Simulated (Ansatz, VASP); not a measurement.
This is a calculation of Au for VASP 6.6.1.

The input INCAR:

```
PREC = Accurate
ENCUT = 520
EDIFF = 1E-6
ISMEAR = -1
SIGMA = 0.05
LREAL = False
LASPH = True
NELM = 100
ALGO = Fast
ISIF = 2
LWAVE = False
LCHARG = False
GGA = PS
NBANDS = 18
```

The input KPOINTS:

```
Automatic mesh
0
Gamma
  10 10 6
```

Contents of POSCAR:

```
Au
1.0
    2.7965925888      0.0000000000      0.0000000000
   -0.0128683956      2.8012516386      0.0000000000
   -1.1302545584     -1.1774549423      4.8909659635
Au
2
Direct
    0.6728620000      0.6659620000      0.2740550000
    0.3271380000      0.3340380000      0.7259450000
```

Potentials or basis: VASP PAW PBE potentials, release 64 (Au).

The run is started by

```sh
$ cat potpaw_PBE.64/Au/POTCAR > POTCAR
$ mpirun -np 1 vasp_std > vasp.out
```

Task: Set up the same calculation for Ansatz 0.2.0. Potentials there: Ansatz PAW.

Result: As run (the cutoff follows the program's own potentials):

Contents of input.yaml:

```yaml
crystal:
  lattice:
    - [2.7965925888, 0.0, 0.0]
    - [-0.0128683956, 2.8012516386, 0.0]
    - [-1.1302545584, -1.1774549423, 4.8909659635]
  atoms:
    - { symbol: Au, position: [0.672862, 0.665962, 0.274055] }
    - { symbol: Au, position: [0.327138, 0.334038, 0.725945] }
hamiltonian:
  xc: pbesol
  pseudopotentials: { kind: paw }
kpoints:
  mp_grid: { grid: [10, 10, 6] }
scf:
  occupations: { method: fermi_dirac, width: 0.05 }
output:
  forces: true
  stress: true
  eigenvalues: true
```

Potentials or basis: Ansatz PAW.

Launch:

```sh
$ ansatz run input.yaml --threads 1 --pin off --max-ram 3584MiB --backend cpu --events-out ev --progress --plain --runs-dir out
```

Both were run:

|  | VASP | Ansatz | Ansatz less VASP |
| --- | --- | --- | --- |
| gap on the k mesh at the Fermi level (eV) | none | none | - |
| pressure (GPa) | -5.9 | -5.8 | +0.18 |
| largest component of the traceless stress (GPa) | 1.49 | 1.51 | +0.017 |
| rms of the force components (eV/Å) | 0.063 | 0.062 | -0.0012 |

Atom by atom the forces differ by 0.002 eV/Å (rms over components). A gap of «none» marks a metal or a gap that the smearing closes. With one functional, cell and mesh, what is left measures potentials, basis and numerics. The two sets of potentials don't hold the same shells in valence.

Caveats: the PAW data sets were made with another functional, which shifts forces and pressure a little (VASP); the PAW data sets come from PBE, with cores solved anew for the run's functional, which leaves a small shift of forces and pressure (Ansatz). Spin-orbit coupling is left out, which matters for the levels of Au.
